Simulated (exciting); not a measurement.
# NaCl (Pm-3m) in exciting: further runs

One crystal, NaCl, is run at these levels: revPBE, BLYP; tasks: band structure.

Program: exciting (release sodium). These are calculated values, not measurements. Logs are shortened: lines on timing, memory, paths and dates and some standing lists are left out, and cuts for length are marked.

## 1. The crystal as given

It takes space group Pm-3m (No. 221, cubic). The conventional cell has a = 3.502 Å, b = 3.502 Å, c = 3.502 Å, α = 90.00°, β = 90.00°, γ = 90.00°. Cl (site symmetry m-3m) is surrounded by 8 Na at 3.03 Å. Na (site symmetry m-3m) has 8 Cl at 3.03 Å as nearest neighbours.

Measurements of this composition are mostly on another form, of space group No. 225.

## 2. Band structure, revPBE

Input file input.xml:

```xml
<input>
  <title>NaCl</title>
  <structure speciespath="./" tshift="false">
    <crystal scale="1">
      <basevect>6.618179936403 0.000000000000 0.000000000000</basevect>
      <basevect>0.000000000000 6.618179936403 0.000000000000</basevect>
      <basevect>0.000000000000 0.000000000000 6.618179936403</basevect>
    </crystal>
    <species speciesfile="Cl.xml" rmt="1.9">
      <atom coord="0.500000000000 0.500000000000 0.500000000000"/>
    </species>
    <species speciesfile="Na.xml" rmt="2">
      <atom coord="0.000000000000 0.000000000000 0.000000000000"/>
    </species>
  </structure>
  <groundstate do="fromscratch" ngridk="8 8 8" rgkmax="7.5" gmaxvr="14" lmaxapw="10" lmaxmat="10" lmaxvr="8" xctype="GGA_PBE_R" stype="Fermi Dirac" swidth="0.00183747" nempty="10" ValenceRelativity="iora*" epsengy="1e-05" epspot="1e-05" maxscl="60" outputlevel="high"/>
  <properties>
    <bandstructure>
      <plot1d>
        <path steps="80">
          <point coord="0 0 0" label="G"/>
          <point coord="0 0.5 0" label="X"/>
          <point coord="0.5 0.5 0" label="M"/>
          <point coord="0 0 0" label="G"/>
          <point coord="0.5 0.5 0.5" label="R"/>
          <point coord="0 0.5 0" label="X" breakafter="true"/>
          <point coord="0.5 0.5 0" label="M"/>
          <point coord="0.5 0.5 0.5" label="R"/>
        </path>
      </plot1d>
    </bandstructure>
    <dos nwdos="300" winddos="-0.6 0.5" inttype="tetra" ngrdos="100" nsmdos="1"/>
  </properties>
</input>
```

Potentials or basis: all-electron LAPW+lo, shipped species files, valence relativity iora*.

On the command line:

```
$ OMP_NUM_THREADS=1 exciting_smp
```

INFO.OUT:

```text
================================================================================
EXCITING SODIUM started
[... 10 lines left out ...]

 Lattice vectors (cartesian) :
      6.6181799364      0.0000000000      0.0000000000
      0.0000000000      6.6181799364      0.0000000000
      0.0000000000      0.0000000000      6.6181799364

 Reciprocal lattice vectors (cartesian) :
      0.9493826653      0.0000000000      0.0000000000
      0.0000000000      0.9493826653      0.0000000000
      0.0000000000      0.0000000000      0.9493826653

 Unit cell volume                           :     289.8783041975
 Brillouin zone volume                      :       0.8557046521

 Species :    1 (Cl)
     parameters loaded from                 :    Cl.xml
     name                                   :    chlorine
     nuclear charge                         :     -17.00000000
     electronic charge                      :      17.00000000
     atomic mass                            :   64626.31859000
     muffin-tin radius                      :       1.90000000
     # of radial points in muffin-tin       :     300

     atomic positions (lattice) :
       1 :   0.50000000  0.50000000  0.50000000

 Species :    2 (Na)
     parameters loaded from                 :    Na.xml
     name                                   :    sodium
     nuclear charge                         :     -11.00000000
     electronic charge                      :      11.00000000
     atomic mass                            :   41907.78700000
     muffin-tin radius                      :       2.00000000
     # of radial points in muffin-tin       :     300

     atomic positions (lattice) :
       1 :   0.00000000  0.00000000  0.00000000

 Total number of atoms per unit cell        :       2

 Spin treatment                             :    spin-unpolarised

 Number of Bravais lattice symmetries       :      48
 Number of crystal symmetries               :      48

 k-point grid                               :       8    8    8
 Total number of k-points                   :      35
 k-point set is reduced with crystal symmetries

 R^MT_min * |G+k|_max (rgkmax)              :       7.50000000
 Species with R^MT_min                      :       1 (Cl)
 Maximum |G+k| for APW functions            :       3.94736842
 Maximum |G| for potential and density      :      14.00000000
 Polynomial order for pseudochg. density    :       9

 G-vector grid sizes                        :      30    30    30
 Total number of G-vectors                  :   13397

 Maximum angular momentum used for
     APW functions                          :      10
     computing H and O matrix elements      :      10
     potential and density                  :       8
     inner part of muffin-tin               :       2

 Total nuclear charge                       :     -28.00000000
 Total electronic charge                    :      28.00000000
 Total core charge                          :      12.00000000
 Total valence charge                       :      16.00000000

 Effective Wigner radius, r_s               :       1.35204047

 Number of empty states                     :      10
 Total number of valence states             :      19

 Maximum Hamiltonian size                   :     332
 Maximum number of plane-waves              :     320
 Total number of local-orbitals             :      12

 Exchange-correlation type                  :      21
     Revised PBE, Zhang-Yang, Phys. Rev. Lett. 80, 890 (1998)
     Generalised gradient approximation (GGA)

[... 10 lines left out ...]
* Groundstate module started                                                   *
********************************************************************************
 Output level for this task is set to high

++++++++++++++++++++++++++++++++++++++++++++++++++++++++++++++++++++++++++++++++
[... 5 lines left out ...]
+ SCF iteration number :    1                                                  +
++++++++++++++++++++++++++++++++++++++++++++++++++++++++++++++++++++++++++++++++
 Total energy                               :      -626.37891836
 _______________________________________________________________
 Fermi energy                               :         0.06846190
 Kinetic energy                             :       625.70169456
 Coulomb energy                             :     -1209.15883605
 Exchange energy                            :       -41.85887301
 Correlation energy                         :        -1.06290386
 Sum of eigenvalues                         :      -345.41991916
 Effective potential energy                 :      -971.12161372
 Coulomb potential energy                   :      -915.86015847
 xc potential energy                        :       -55.26145525
 Hartree energy                             :       194.80198852
 Electron-nuclear energy                    :     -1305.46413552
 Nuclear-nuclear energy                     :       -98.49668905
 Madelung energy                            :      -751.22875681
 Core-electron kinetic energy               :         0.00000000

 DOS at Fermi energy (states/Ha/cell)       :         0.00000000

 Electron charges :
     core                                   :        12.00000000
     core leakage                           :         0.00014236
     valence                                :        16.00000000
     interstitial                           :         3.16619981
     charge in muffin-tin spheres :
                  atom     1    Cl          :        14.93015482
                  atom     2    Na          :         9.90364537
     total charge in muffin-tins            :        24.83380019
     total charge                           :        28.00000000
[... 355 lines left out ...]
 Electron charges :
     core                                   :        12.00000000
     core leakage                           :         0.00014435
     valence                                :        16.00000000
     interstitial                           :         3.33361008
     charge in muffin-tin spheres :
                  atom     1    Cl          :        14.74755566
                  atom     2    Na          :         9.91883426
     total charge in muffin-tins            :        24.66638992
     total charge                           :        28.00000000

 Estimated fundamental gap                  :         0.15726717
        valence-band maximum at   15      0.5000  0.5000  0.0000
     conduction-band minimum at    1      0.0000  0.0000  0.0000

 RMS change in effective potential (target) :  0.122479E-01  ( 0.100000E-04)
 Absolute change in total energy   (target) :  0.363209E-03  ( 0.100000E-04)
 Charge distance                   (target) :  0.583533E-05  ( 0.100000E-04)

++++++++++++++++++++++++++++++++++++++++++++++++++++++++++++++++++++++++++++++++
[... 5 further cycles ...]
+ SCF iteration number :   16                                                  +
++++++++++++++++++++++++++++++++++++++++++++++++++++++++++++++++++++++++++++++++
 Total energy                               :      -624.22814286
 _______________________________________________________________
 Fermi energy                               :         0.10167021
 Kinetic energy                             :       626.65744120
 Coulomb energy                             :     -1208.07694715
 Exchange energy                            :       -41.74656053
 Correlation energy                         :        -1.06207639
 Sum of eigenvalues                         :      -344.52082275
 Effective potential energy                 :      -971.17826396
 Coulomb potential energy                   :      -916.06427255
 xc potential energy                        :       -55.11399141
 Hartree energy                             :       193.51598555
 Electron-nuclear energy                    :     -1303.09624364
 Nuclear-nuclear energy                     :       -98.49668905
 Madelung energy                            :      -750.04481087
 Core-electron kinetic energy               :         0.00000000

 DOS at Fermi energy (states/Ha/cell)       :         0.00000000

 Electron charges :
     core                                   :        12.00000000
     core leakage                           :         0.00014435
     valence                                :        16.00000000
     interstitial                           :         3.33358261
     charge in muffin-tin spheres :
                  atom     1    Cl          :        14.74757420
                  atom     2    Na          :         9.91884319
     total charge in muffin-tins            :        24.66641739
     total charge                           :        28.00000000
[... 359 lines left out ...]
 Electron charges :
     core                                   :        12.00000000
     core leakage                           :         0.00014435
     valence                                :        16.00000000
     interstitial                           :         3.33361829
     charge in muffin-tin spheres :
                  atom     1    Cl          :        14.74753458
                  atom     2    Na          :         9.91884713
     total charge in muffin-tins            :        24.66638171
     total charge                           :        28.00000000

 Estimated fundamental gap                  :         0.15726223
        valence-band maximum at   15      0.5000  0.5000  0.0000
     conduction-band minimum at    1      0.0000  0.0000  0.0000

 RMS change in effective potential (target) :  0.109450E-07  ( 0.100000E-04)
 Absolute change in total energy   (target) :  0.437166E-06  ( 0.100000E-04)
 Charge distance                   (target) :  0.265124E-08  ( 0.100000E-04)

++++++++++++++++++++++++++++++++++++++++++++++++++++++++++++++++++++++++++++++++
| Convergency criteria checked for the last 2 iterations                       +
| Convergence targets achieved. Performing final SCF iteration                 +
++++++++++++++++++++++++++++++++++++++++++++++++++++++++++++++++++++++++++++++++
 Total energy                               :      -624.22772990
 _______________________________________________________________
 Fermi energy                               :         0.10167475
 Kinetic energy                             :       626.65770123
 Coulomb energy                             :     -1208.07680980
 Exchange energy                            :       -41.74654495
 Correlation energy                         :        -1.06207639
 Sum of eigenvalues                         :      -344.52062649
 Effective potential energy                 :      -971.17832772
 Coulomb potential energy                   :      -916.06435665
 xc potential energy                        :       -55.11397107
 Hartree energy                             :       193.51576410
 Electron-nuclear energy                    :     -1303.09588484
 Nuclear-nuclear energy                     :       -98.49668905
 Madelung energy                            :      -750.04463147
 Core-electron kinetic energy               :         0.00000000

 DOS at Fermi energy (states/Ha/cell)       :         0.00000000

 Electron charges :
     core                                   :        12.00000000
     core leakage                           :         0.00014435
     valence                                :        16.00000000
     interstitial                           :         3.33361829
     charge in muffin-tin spheres :
                  atom     1    Cl          :        14.74753458
                  atom     2    Na          :         9.91884713
     total charge in muffin-tins            :        24.66638171
     total charge                           :        28.00000000

 Estimated fundamental gap                  :         0.15726223
        valence-band maximum at   15      0.5000  0.5000  0.0000
     conduction-band minimum at    1      0.0000  0.0000  0.0000

++++++++++++++++++++++++++++++++++++++++++++++++++++++++++++++++++++++++++++++++
[... 9 lines left out ...]
| EXCITING SODIUM stopped                                                      =
================================================================================
```

Run time: 2.1 min. Hardware: 1 thread of Arm Neoverse V2, shared host; peak memory 0.13 GiB.

What came out:

```
Free energy                                       : -16986.1019 eV
Band gap on the k mesh                            : 4.28 eV, indirect (least direct gap 4.76 eV)
Band gap along the path                           : 4.28 eV, indirect (least direct gap 4.76 eV)
All electrons inside the program's atomic spheres : Cl 14.75; Na 9.92 (radii Cl 1.9, Na 2.0 bohr)
```

Levels at the corners of the path, in eV from the valence-band top:
```
point  band 6  band 7  band 8  band 9  band 10  band 11
    Γ   -0.48   -0.48   -0.48    4.28     8.71     8.71
    X   -2.87   -0.25   -0.25    7.17     8.85    10.51
    M   -2.22   -2.22    0.00    5.80     9.99    11.33
    Γ   -0.48   -0.48   -0.48    4.28     8.71     8.71
    R   -1.82   -1.82   -1.82    7.34     7.34     7.34
    X   -2.87   -0.25   -0.25    7.17     8.85    10.51
    M   -2.22   -2.22    0.00    5.80     9.99    11.33
    R   -1.82   -1.82   -1.82    7.34     7.34     7.34
```

States per cell in windows of 1 eV (zero at the valence-band top; states under -8 eV left out):
| from (eV) | total |
| --- | --- |
| -8.0 | 0.00 |
| -7.0 | 0.00 |
| -6.0 | 0.00 |
| -5.0 | 0.00 |
| -4.0 | 0.00 |
| -3.0 | 1.39 |
| -2.0 | 2.25 |
| -1.0 | 2.30 |
| 0.0 | 0.02 |
| 1.0 | 0.00 |
| 2.0 | 0.00 |
| 3.0 | 0.00 |
| 4.0 | 0.03 |
| 5.0 | 0.16 |
| 6.0 | 0.91 |
| 7.0 | 0.96 |

Expect the measured gap to be larger: semilocal functionals such as revPBE lack the derivative discontinuity.

(Continued in part 2 of 2.)
